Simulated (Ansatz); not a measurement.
# Eigenvalues along a path: Ni (simple hexagonal type)

```
Ni
1.0
     2.24752    0.00000    0.00000
    -1.12376    1.94641    0.00000
     0.00000    0.00000    2.16828
Ni
1
Cartesian
  0.0000 0.0000 0.0000
```

The cell comes from a relaxation on PAW files under the same functional, begun from a prototype that needn't be the stable phase.

Computed with Ansatz 0.2.0; functional PBE, scalar-relativistic. Settings: a Γ-centred 18×18×17 k mesh, Fermi–Dirac smearing of 0.1 eV, spin-polarised from start moments Ni 1 μB. Methods: PAW: frozen-core files, cutoff 420 eV.

This run: volume at 0.8 of the series' base cell.

The start moments died away, and the runs ended non-magnetic.

Path points, in fractions of the reciprocal vectors: Γ (0.000, 0.000, 0.000), M (0.500, 0.000, 0.000), K (0.333, 0.333, 0.000), A (0.000, 0.000, 0.500), L (0.500, 0.000, 0.500), H (0.333, 0.333, 0.500). Levels in eV from the Fermi level; bands 5 to 11, counted from the lowest band of the run. The gap is zero, the pressure 61.0 GPa.

```
# k(1/Å) point b5 b6 b7 b8 b9 b10 b11
0.000 Γ -9.95 -4.55 -2.43 -2.43 0.16 0.16 21.55
0.404 - -9.28 -4.37 -2.72 -2.08 -0.10 0.11 22.24
0.807 - -7.49 -4.08 -3.06 -1.17 -0.69 0.00 15.89
1.211 - -5.80 -4.02 -2.07 -1.22 -0.15 -0.11 10.05
1.614 M -5.56 -3.75 -1.43 -0.60 -0.16 0.32 7.03
1.847 - -5.37 -3.72 -1.39 -1.39 -0.23 1.29 7.05
2.080 - -4.88 -3.66 -2.32 -1.29 -0.42 2.77 7.12
2.313 - -4.21 -3.60 -3.08 -1.12 -0.68 4.46 7.21
2.546 K -3.62 -3.62 -3.59 -0.92 -0.92 6.34 6.34
3.012 - -4.32 -4.00 -3.35 -1.13 -0.49 2.07 10.72
3.478 - -6.74 -3.80 -3.59 -0.81 -0.53 -0.12 15.94
3.944 - -9.06 -4.32 -2.82 -1.95 -0.18 0.09 21.78
4.410 Γ -9.95 -4.55 -2.43 -2.43 0.16 0.16 21.55
4.772 - -9.42 -4.29 -2.37 -2.37 -0.05 -0.05 17.18
5.134 - -7.98 -3.60 -2.25 -2.25 -0.52 -0.52 11.61
5.496 - -6.14 -2.71 -2.12 -2.12 -0.98 -0.98 7.10
5.859 A -5.20 -2.14 -2.06 -2.06 -1.16 -1.16 5.06
6.262 - -4.60 -3.38 -2.26 -1.74 -1.26 0.57 5.13
6.666 - -4.51 -3.76 -1.90 -1.50 -0.90 3.12 5.43
7.069 - -5.17 -4.09 -1.73 0.01 0.02 5.91 6.19
7.473 L -5.39 -4.30 -1.82 0.42 0.97 6.99 7.63
7.706 - -5.29 -4.12 -2.06 0.08 0.95 7.55 8.01
7.939 - -5.01 -3.60 -2.64 -0.67 0.88 8.96 9.03
8.171 - -4.57 -3.35 -2.88 -1.49 0.80 10.37 10.87
8.404 H -4.01 -4.01 -2.18 -2.18 0.75 11.22 13.09
8.870 - -4.80 -2.93 -2.80 -1.83 0.86 8.08 8.37
9.336 - -4.65 -2.85 -2.84 -1.83 -0.16 4.15 5.76
9.802 - -4.41 -3.58 -2.35 -1.60 -1.31 0.95 5.16
10.268 A -5.20 -2.14 -2.06 -2.06 -1.16 -1.16 5.06
```
